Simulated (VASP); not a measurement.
AlN: relaxation of cell and atoms with r2SCAN

The system is AlN.

```
CELL_PARAMETERS angstrom
3.10440 0.00000 0.00000
-1.55220 2.68849 0.00000
0.00000 0.00000 4.97773
ATOMIC_POSITIONS crystal
Al 0.33333 0.66667 0.99926
Al 0.66667 0.33333 0.49926
N 0.33333 0.66667 0.38074
N 0.66667 0.33333 0.88074
```

```json
{"Program": "VASP 6.6.1", "Task": "relaxation of cell and atoms", "Functional": "r2SCAN", "Potentials or basis": "VASP PAW PBE potentials, release 64 (Al, N)", "Cutoff": "600 eV", "k mesh": "12 × 12 × 6", "Occupations": "gaussian, width 0.03 eV", "Spin": "no spin polarisation", "Further INCAR settings": "ALGO = Normal; EDIFF = 1e-07; IBRION = 2; EDIFFG = -0.005; NSW = 90; ISIF = 3"}
```

The relaxed volume is 10.39 Å³/atom and the relaxed cell is a = 3.105 Å, b = 3.105 Å, c = 4.977 Å, α = 90.00°, β = 90.00°, γ = 120.00°. The space group after relaxing (to 0.05 Å) is P6_3mc (No. 186) and the energy gained by relaxing is 0.0 meV/atom. The ionic steps are 2. The pressure after relaxing is 0.0 GPa, the largest force after relaxing is 0.005 eV/Å and the band gap on the k mesh is 4.93 eV, direct.

Forces in eV/Å, atoms in the order of the input:
```
Al   0.000  0.000 -0.005
Al   0.000  0.000 -0.005
N    0.000  0.000  0.005
N    0.000  0.000  0.005
```

Final structure:
```
CELL_PARAMETERS angstrom
3.10531 0.00000 0.00000
-1.55265 2.68928 0.00000
0.00000 0.00000 4.97661
ATOMIC_POSITIONS crystal
Al 0.33333 0.66667 0.99922
Al 0.66667 0.33333 0.49922
N 0.33333 0.66667 0.38078
N 0.66667 0.33333 0.88078
```

Levels at points of the mesh, in eV from the valence-band top:
```
           k point  band 4  band 5  band 6  band 7  band 8  band 9  band 10  band 11  band 12
(0.00, 0.00, 0.00)   -0.88   -0.88   -0.22   -0.22    0.00    4.93     7.55    11.63    12.06
(0.50, 0.00, 0.00)   -4.22   -3.39   -2.14   -1.77   -0.71    6.45     6.57     9.07    11.27
(0.00, 0.00, 0.50)   -3.38   -0.56   -0.56   -0.56   -0.56    7.27     7.27    11.33    11.33
(0.50, 0.00, 0.50)   -5.67   -1.50   -1.50   -1.39   -1.39    6.00     6.00    10.16    10.16
```

Run time: 3.5 min on 1 thread of Intel(R) Xeon(R) 6975P-C (Granite Rapids), on a shared host, peak memory 0.2 GiB.

Caveat: the PAW data sets were made with another functional, which shifts forces and pressure a little. A k mesh can miss the band edges.
